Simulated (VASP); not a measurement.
# Fe (Pm-3m) in VASP: a series of runs, part 2 of 2

VASP 6.6.1. Earlier steps stand in the parts before.

**6. Relaxation of cell and atoms, LDA**

This run uses another cell than the first one, of 12.72 Å³/atom, 1.174 times its volume.

INCAR

```
SYSTEM = Fe
PREC = Accurate ; ENCUT = 600
EDIFF = 1E-7 ; ISMEAR = -1
SIGMA = 0.1 ; LREAL = .False.
LASPH = .True. ; NELM = 60
ALGO = Normal ; ISIF = 3
LWAVE = .False. ; LCHARG = .False.
GGA = CA ; IBRION = 2
NSW = 80 ; EDIFFG = -0.01
```

KPOINTS

```
Automatic mesh
0
Gamma
  13 13 13
  0 0 0
```

POSCAR

```
Fe
1.0
    2.3342634294      0.0000000000      0.0000000000
    0.0000000000      2.3342634294      0.0000000000
    0.0000000000      0.0000000000      2.3342634294
Fe
1
Direct
    0.0000000000      0.0000000000      0.0000000000
```

Potentials or basis: VASP PAW LDA potentials, release 64 (Fe).

Started as:

```bash
cat potpaw_LDA.64/Fe/POTCAR > POTCAR
mpirun -np 1 vasp_std > vasp.out
```

OUTCAR:

```text
SYSTEM = Fe
   PREC = Accurate
   ENCUT = 600
   EDIFF = 1E-7
   ISMEAR = -1
   LREAL = .False.
   LASPH = .True.
   NELM = 60
   ISIF = 3
   GGA = CA
   IBRION = 2
   NSW = 80
   EDIFFG = -0.01

 ion  position               nearest neighbor table
   1  0.000  0.000  0.000-

  LATTYP: Found a simple cubic cell.
 ALAT       =     2.3342634294

  Lattice vectors:

 A1 = (   2.3342634294,   0.0000000000,   0.0000000000)
 A2 = (   0.0000000000,   2.3342634294,   0.0000000000)
 A3 = (   0.0000000000,   0.0000000000,   2.3342634294)

Analysis of symmetry for initial positions (statically):
=====================================================================
 Subroutine PRICEL returns:
 Original cell was already a primitive cell.

 Routine SETGRP: Setting up the symmetry group for a
 simple cubic supercell.

 Subroutine GETGRP returns: Found 48 space group operations
 (whereof 48 operations were pure point group operations)
 out of a pool of 48 trial point group operations.

The static configuration has the point symmetry O_h .

Analysis of symmetry for dynamics (positions and initial velocities):
=====================================================================
 Subroutine PRICEL returns:
 Original cell was already a primitive cell.

 Routine SETGRP: Setting up the symmetry group for a
 simple cubic supercell.

 Subroutine GETGRP returns: Found 48 space group operations
 (whereof 48 operations were pure point group operations)
 out of a pool of 48 trial point group operations.

The dynamic configuration has the point symmetry O_h .

 Subroutine INISYM returns: Found 48 space group operations
 (whereof 48 operations are pure point group operations),
 and found     1 'primitive' translations

----------------------------------------------------------------------------------------

                                     Primitive cell
[... 125 lines left out ...]
 NGX is ok and might be reduce to    20
   NGX =  9   NGY =  9   NGZ =  9

--------------------------------------- Ionic step        1  -------------------------------------------

 number of electron       8.0000006 magnetization

 Free energy of the ion-electron system (eV)
  ---------------------------------------------------
  ext. energy  EPLUGINS =         0.00000000
  ---------------------------------------------------
  free energy    TOTEN  =        -8.18489561 eV

  energy without entropy =       -8.09701682  energy(sigma->0) =       -8.14095622

------------------------ aborting loop because EDIFF is reached ----------------------------------------

  FORCE on cell =-STRESS in cart. coord.  units (eV):
  Direction    XX          YY          ZZ          XY          YZ          ZX
  --------------------------------------------------------------------------------------
  -------------------------------------------------------------------------------------
  Total       -2.2595639     -2.2595639     -2.2595639      0.0000000     -0.0000000     -0.0000000
  in kB     -284.6332332   -284.6332332   -284.6332332      0.0000000     -0.0000000     -0.0000000
  external PRESSURE =    -284.6332332 kB  Pullay stress =       0.0000000 kB
[... 197 lines left out ...]
--------------------------------------- Ionic step        7  -------------------------------------------

 number of electron       8.0000003 magnetization

 Free energy of the ion-electron system (eV)
  ---------------------------------------------------
  ext. energy  EPLUGINS =         0.00000000
  ---------------------------------------------------
  free energy    TOTEN  =        -8.38324734 eV

  energy without entropy =       -8.31515538  energy(sigma->0) =       -8.34920136

 E-fermi :   6.4598     XC(G=0): -13.6120

 val. band max:        6.4440992851   @ k =   0.3077   0.0769   0.0769
 cond. band min:       6.4726907717   @ k =   0.3077   0.3077   0.0769
 fundamental gap:      0.0285914866
 Fermi energy:         6.4597913332

 k-point     1 :       0.0000    0.0000    0.0000
  band No.  band energies     occupation
      1      -2.2272      2.00000
      2       2.2349      2.00000
      3       2.2349      2.00000
      4       7.5462      0.00004
      5       7.5462      0.00004
      6       7.5462      0.00004
      7      28.1231      0.00000
      8      28.1231      0.00000
[... 243 lines left out ...]
 k-point    24 :       0.3846    0.3077    0.0000
  band No.  band energies     occupation
      1       1.8625      2.00000
      2       3.2252      2.00000
      3       5.9854      1.98275
      4       6.1889      1.87506
      5       6.5734      0.48620
      6       8.3048      0.00000
      7      15.3542      0.00000
      8      21.7813      0.00000

 [... further k-points ...]

------------------------ aborting loop because EDIFF is reached ----------------------------------------

  FORCE on cell =-STRESS in cart. coord.  units (eV):
  Direction    XX          YY          ZZ          XY          YZ          ZX
  --------------------------------------------------------------------------------------
  -------------------------------------------------------------------------------------
  Total       -0.0011905     -0.0011905     -0.0011905      0.0000000      0.0000000      0.0000000
  in kB       -0.1766035     -0.1766035     -0.1766035      0.0000000      0.0000000      0.0000000
  external PRESSURE =      -0.1766035 kB  Pullay stress =       0.0000000 kB
[... 16 lines left out ...]
  FREE ENERGIE OF THE ION-ELECTRON SYSTEM (eV)
  ---------------------------------------------------
  free  energy   TOTEN  =        -8.3832473368 eV

  energy  without entropy=       -8.3151553778  energy(sigma->0) =       -8.34920136

 reached required accuracy - stopping structural energy minimisation
```

Wall time 18 s (1 thread of AMD EPYC 9R45 (Zen 5), shared host); peak memory 0.1 GiB.

What came out:

```
Free energy                            : -8.3832 eV
Relaxed volume                         : 10.80 Å³/atom
Relaxed cell                           : a = 2.210 Å, b = 2.210 Å, c = 2.210 Å, α = 90.00°, β = 90.00°, γ = 90.00°
Space group after relaxing (to 0.05 Å) : Pm-3m (No. 221)
Energy gained by relaxing              : 198.4 meV/atom
Ionic steps                            : 7
Pressure after relaxing                : 0.0 GPa
Band gap on the k mesh                 : none (metal or under the smearing width)
```

The path:
| step | energy change (eV) | largest force (eV/Å) | pressure (GPa) | volume (Å³) |
| --- | --- | --- | --- | --- |
| 1 | 0.0000 | 0.0000 | -28.46 | 12.72 |
| 2 | 0.1308 | 0.0000 | 68.84 | 9.00 |
| 3 | -0.1980 | 0.0000 | -1.67 | 10.87 |
| 4 | -0.1983 | 0.0000 | -0.37 | 10.82 |
| 5 | -0.1983 | 0.0000 | 0.43 | 10.78 |
| 6 | -0.1983 | 0.0000 | -0.45 | 10.82 |
| 7 | -0.1984 | 0.0000 | -0.02 | 10.80 |

Final structure:
```
CELL_PARAMETERS angstrom
2.21042 0.00000 0.00000
0.00000 2.21042 0.00000
0.00000 0.00000 2.21042
ATOMIC_POSITIONS crystal
Fe 0.00000 0.00000 0.00000
```

Levels at points of the mesh, in eV from the Fermi level:
```
           k point  band 2  band 3  band 4  band 5  band 6  band 7
(0.00, 0.00, 0.00)   -4.22   -4.22    1.09    1.09    1.09   21.66
```

Caveat: the volume moved by over 15 % at a fixed basis, so the end points are rough; the run has no spin polarisation, though such a crystal can be magnetic.

**7. Overview**

| task | cell | k mesh | cutoff (eV) | gap on the mesh (eV) | pressure (GPa) |
| --- | --- | --- | --- | --- | --- |
| single point | Pm-3m, 10.84 Å³/atom | 23 × 23 × 23 | 520 | none | -0.8 |
| single point | Pm-3m, 11.71 Å³/atom | 16 × 16 × 16 | 520 | none | -16.9 |
| single point | Pm-3m, 11.27 Å³/atom | 16 × 16 × 16 | 520 | none | -9.8 |
| single point | Pm-3m, 10.84 Å³/atom | 13 × 13 × 13 | 520 | none | -0.8 |
| relaxation of cell and atoms | relaxed | 13 × 13 × 13 | 600 | none | 0.0 |

Alike in all rows: level LDA; potentials or basis VASP PAW LDA potentials, release 64 (Fe); no spin polarisation; smearing fermi-dirac 0.1 eV.

Every run on the cell as given and a fine mesh finds a metal.

Caveats: the run has no spin polarisation, though such a crystal can be magnetic; so large a pressure means that the cell lies far from this level's equilibrium, or that cutoff or potentials fall short (some runs); the volume moved by over 15 % at a fixed basis, so the end points are rough (some runs).

Absolute energies hang on the potentials; compare differences alone.
